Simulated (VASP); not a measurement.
CoSi2: relaxation of cell and atoms with r2SCAN

Crystal: CoSi2.

```
Co Si
1.0
     0.00000    2.65642    2.65642
     2.65642    0.00000    2.65642
     2.65642    2.65642    0.00000
Co Si
1 2
Direct
  0.00000 0.00000 0.00000
  0.75000 0.75000 0.75000
  0.25000 0.25000 0.25000
```

The cell comes from a database or a generator and needn't be the stable form of this composition.

```json
{"Program": "VASP 6.6.1", "Task": "relaxation of cell and atoms", "Functional": "r2SCAN", "Potentials or basis": "VASP PAW PBE potentials, release 64 (Co, Si)", "Cutoff": "600 eV", "k mesh": "14 × 14 × 14", "Occupations": "gaussian, width 0.1 eV", "Spin": "collinear spin, ferromagnetic start", "Starting moments": "[2.0, 0.0, 0.0] μB", "Further INCAR settings": "ALGO = Normal; EDIFF = 1e-07; IBRION = 2; EDIFFG = -0.005; NSW = 90; ISIF = 3"}
```

```
Relaxed volume                                        : 12.50 Å³/atom
Relaxed cell                                          : a = 3.757 Å, b = 3.757 Å, c = 3.757 Å, α = 60.00°, β = 60.00°, γ = 60.00°
Space group after relaxing (to 0.05 Å)                : Fm-3m (No. 225)
Energy gained by relaxing                             : 0.0 meV/atom
Ionic steps                                           : 3
Pressure after relaxing                               : 0.0 GPa
Band gap on the k mesh                                : none (metal or under the smearing width)
Net moment                                            : 0.00 μB per cell
Valence electrons inside the program's atomic spheres : Co 8.98; Si 1.61
```

Final structure:
```
Co Si
1.0
     0.00000    2.65682    2.65682
     2.65682    0.00000    2.65682
     2.65682    2.65682    0.00000
Co Si
1 2
Direct
  0.00000 0.00000 0.00000
  0.75000 0.75000 0.75000
  0.25000 0.25000 0.25000
```

Levels at points of the mesh, in eV from the Fermi level:
Spin up:
```
           k point  band 7  band 8  band 9  band 10  band 11  band 12
(0.00, 0.00, 0.00)    1.50    3.59    3.59     3.59     3.71     3.71
(0.50, 0.00, 0.00)   -1.75   -0.57   -0.57     3.24     3.68     3.68
(0.50, 0.50, 0.00)   -2.04   -2.04   -1.47     1.89     3.18     8.99
```
Spin down:
```csv
k point,band 6,band 7,band 8,band 9,band 10,band 11,band 12,band 13
"(0.00, 0.00, 0.00)",-2.11,1.50,3.59,3.59,3.59,3.71,3.71,3.71
"(0.50, 0.00, 0.00)",-1.75,-1.75,-0.57,-0.57,3.24,3.68,3.68,4.99
"(0.50, 0.50, 0.00)",-2.09,-2.04,-2.04,-1.47,1.89,3.18,8.99,10.55
```

Wall time 13 min on 1 thread of Intel(R) Xeon(R) Platinum 8488C (Sapphire Rapids) (shared host), peak memory 0.27 GiB.

Caveat: the starting moments collapsed, and a magnetic state may lie lower; the PAW data sets were made with another functional, which shifts forces and pressure a little.
